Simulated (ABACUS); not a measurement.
Write an ASE script for ABACUS 3.10.1 that does the following.

```yaml
Task: relaxation of cell and atoms
Functional: revPBE
Potentials_or_basis: GBRV ultrasoft 1.5 PBE
Cutoff: 544 eV
Density_cutoff: 4354 eV
Basis: plane waves
k_mesh: 10 × 10 × 10
Occupations: fermi-dirac, width 0.05 eV
Spin: collinear spin, ferromagnetic start
Starting_moments: "[2.0] μB"
Max_steps_of_the_relaxation: 60
Force_threshold: 0.01 eV/Å
Optimiser: cg
Stress_threshold: 1 kbar
Radial_cutoff_of_the_potentials_pseudo_rcut: 10 bohr
SCF_threshold_on_the_density: 1e-08
Max_SCF_steps: 100
Eigensolver: dav
Mixing: broyden
Mixing_share: 0.4
Symmetry_key: 1
```

The structure of V lies in V.cif:

```cif
data_V
_cell_length_a 3.02870000
_cell_length_b 3.02870000
_cell_length_c 3.02870000
_cell_angle_alpha 90.00000000
_cell_angle_beta 90.00000000
_cell_angle_gamma 90.00000000
_space_group_name_H-M_alt 'Im-3m'
_space_group_name_Hall '-I 4 2 3'
_space_group_IT_number 229
loop_
_space_group_symop_operation_xyz
'x,y,z'
'-x,-y,-z'
'-y,x,z'
'y,-x,-z'
'-x,-y,z'
'x,y,-z'
'y,-x,z'
'-y,x,-z'
'x,-y,-z'
'-x,y,z'
'-y,-x,-z'
'y,x,z'
'-x,y,-z'
'x,-y,z'
'y,x,-z'
'-y,-x,z'
'z,x,y'
'-z,-x,-y'
'z,-y,x'
'-z,y,-x'
'z,-x,-y'
'-z,x,y'
'z,y,-x'
'-z,-y,x'
'-z,x,-y'
'z,-x,y'
'-z,-y,-x'
'z,y,x'
'-z,-x,y'
'z,x,-y'
'-z,y,x'
'z,-y,-x'
'y,z,x'
'-y,-z,-x'
'x,z,-y'
'-x,-z,y'
'-y,z,-x'
'y,-z,x'
'-x,z,y'
'x,-z,-y'
'-y,-z,x'
'y,z,-x'
'-x,-z,-y'
'x,z,y'
'y,-z,-x'
'-y,z,x'
'x,-z,y'
'-x,z,-y'
'x+1/2,y+1/2,z+1/2'
'-x+1/2,-y+1/2,-z+1/2'
'-y+1/2,x+1/2,z+1/2'
'y+1/2,-x+1/2,-z+1/2'
'-x+1/2,-y+1/2,z+1/2'
'x+1/2,y+1/2,-z+1/2'
'y+1/2,-x+1/2,z+1/2'
'-y+1/2,x+1/2,-z+1/2'
'x+1/2,-y+1/2,-z+1/2'
'-x+1/2,y+1/2,z+1/2'
'-y+1/2,-x+1/2,-z+1/2'
'y+1/2,x+1/2,z+1/2'
'-x+1/2,y+1/2,-z+1/2'
'x+1/2,-y+1/2,z+1/2'
'y+1/2,x+1/2,-z+1/2'
'-y+1/2,-x+1/2,z+1/2'
'z+1/2,x+1/2,y+1/2'
'-z+1/2,-x+1/2,-y+1/2'
'z+1/2,-y+1/2,x+1/2'
'-z+1/2,y+1/2,-x+1/2'
'z+1/2,-x+1/2,-y+1/2'
'-z+1/2,x+1/2,y+1/2'
'z+1/2,y+1/2,-x+1/2'
'-z+1/2,-y+1/2,x+1/2'
'-z+1/2,x+1/2,-y+1/2'
'z+1/2,-x+1/2,y+1/2'
'-z+1/2,-y+1/2,-x+1/2'
'z+1/2,y+1/2,x+1/2'
'-z+1/2,-x+1/2,y+1/2'
'z+1/2,x+1/2,-y+1/2'
'-z+1/2,y+1/2,x+1/2'
'z+1/2,-y+1/2,-x+1/2'
'y+1/2,z+1/2,x+1/2'
'-y+1/2,-z+1/2,-x+1/2'
'x+1/2,z+1/2,-y+1/2'
'-x+1/2,-z+1/2,y+1/2'
'-y+1/2,z+1/2,-x+1/2'
'y+1/2,-z+1/2,x+1/2'
'-x+1/2,z+1/2,y+1/2'
'x+1/2,-z+1/2,-y+1/2'
'-y+1/2,-z+1/2,x+1/2'
'y+1/2,z+1/2,-x+1/2'
'-x+1/2,-z+1/2,-y+1/2'
'x+1/2,z+1/2,y+1/2'
'y+1/2,-z+1/2,-x+1/2'
'-y+1/2,z+1/2,x+1/2'
'x+1/2,-z+1/2,y+1/2'
'-x+1/2,z+1/2,-y+1/2'
loop_
_atom_site_label
_atom_site_type_symbol
_atom_site_symmetry_multiplicity
_atom_site_Wyckoff_symbol
_atom_site_fract_x
_atom_site_fract_y
_atom_site_fract_z
_atom_site_occupancy
V1 V 2 a 0.0000000000 0.0000000000 0.0000000000 1
```

These files were run (other wordings do the same):

run_abacus.py

```python
"""ABACUS run from a structure file: ASE reads it, the script writes STRU, KPT and INPUT."""
import re
import subprocess
import spglib
from ase import Atoms
from ase.io import read
from ase.units import Bohr

atoms = read("V.cif")
cell, frac, numbers = spglib.standardize_cell((atoms.cell[:], atoms.get_scaled_positions(), atoms.numbers), to_primitive=True, symprec=1e-4)
atoms = Atoms(numbers=numbers, cell=cell, scaled_positions=frac, pbc=True)  # the primitive cell
atoms = atoms[(-atoms.numbers).argsort(kind="stable")]  # ABACUS lists atoms element by element
pseudo = {'V': 'v_pbe_v1.4.uspp.F.UPF'}
orbital = {}
magmoms = [2.0]
kmesh = [10, 10, 10]
params = {
    'suffix': 'V',
    'calculation': 'cell-relax',
    'basis_type': 'pw',
    'pseudo_dir': './',
    'symmetry': 1,
    'dft_functional': 'revpbe',
    'ecutwfc': 40,
    'pseudo_rcut': 10,
    'nspin': 2,
    'nbands': 12,
    'ks_solver': 'dav',
    'smearing_method': 'fd',
    'smearing_sigma': 0.00367493,
    'scf_thr': 1e-08,
    'scf_nmax': 100,
    'mixing_type': 'broyden',
    'mixing_beta': 0.4,
    'cal_force': 1,
    'cal_stress': 1,
    'ecutrho': 320,
    'relax_nmax': 60,
    'force_thr_ev': 0.01,
    'relax_method': 'cg',
    'out_stru': 1,
    'stress_thr': 1,
    'kpar': 4,
}

symbols = atoms.get_chemical_symbols()
elements = list(dict.fromkeys(symbols))
lines = ["ATOMIC_SPECIES"] + [f"{e} {atoms.get_masses()[symbols.index(e)]:.4f} {pseudo[e]}" for e in elements]
if orbital:
    lines += ["", "NUMERICAL_ORBITAL"] + [orbital[e] for e in elements]
lines += ["", "LATTICE_CONSTANT", f"{1 / Bohr:.10f}", "", "LATTICE_VECTORS"]
lines += [" ".join(f"{x:.10f}" for x in v) for v in atoms.cell]
lines += ["", "ATOMIC_POSITIONS", "Direct"]
for e in elements:
    lines += ["", e, "0.0", str(symbols.count(e))]
    for i, p in enumerate(atoms.get_scaled_positions(wrap=False)):
        if symbols[i] == e:
            mag = "" if magmoms is None else " mag " + " ".join(str(x) for x in (magmoms[i] if isinstance(magmoms[i], list) else [magmoms[i]]))
            lines.append(" ".join(f"{x:.10f}" for x in p) + " 1 1 1" + mag)
open("STRU", "w").write("\n".join(lines) + "\n")
open("KPT", "w").write("K_POINTS\n0\nGamma\n%d %d %d 0 0 0\n" % tuple(kmesh))
open("INPUT", "w").write("INPUT_PARAMETERS\n" + "".join(f"{k:<20s}{v}\n" for k, v in params.items()))

done = subprocess.run(['mpirun', '-np', '4', 'abacus'])
if done.returncode:
    raise SystemExit(done.returncode)
log = open("OUT.V/running_cell-relax.log").read()
print("final energy (eV):", re.findall(r"FINAL_ETOT_IS (\S+)", log))
```

Potentials or basis: GBRV ultrasoft 1.5 PBE, plane waves.

Command:

```sh
$ OMP_NUM_THREADS=1 python run_abacus.py > log
```

It gave:

```json
{"Relaxed volume": "13.74 Å³/atom", "Relaxed cell": "a = 2.613 Å, b = 2.613 Å, c = 2.613 Å, α = 109.47°, β = 109.47°, γ = 109.47°", "Space group after relaxing (to 0.05 Å)": "Im-3m (No. 229)", "Energy gained by relaxing": "0.9 meV/atom", "Ionic steps": "3", "Pressure after relaxing": "0.0 GPa", "Band gap on the k mesh": "none (metal or under the smearing width)", "Net moment": "0.00 μB per cell", "Absolute moment": "0.00 μB per cell"}
```

Caveat: the potentials were made for another functional, which shifts forces and pressure.

Wall time 9.2 s on 4 MPI ranks on AMD EPYC 9R14 (Zen 4) (shared host), peak memory 0.36 GiB a rank.
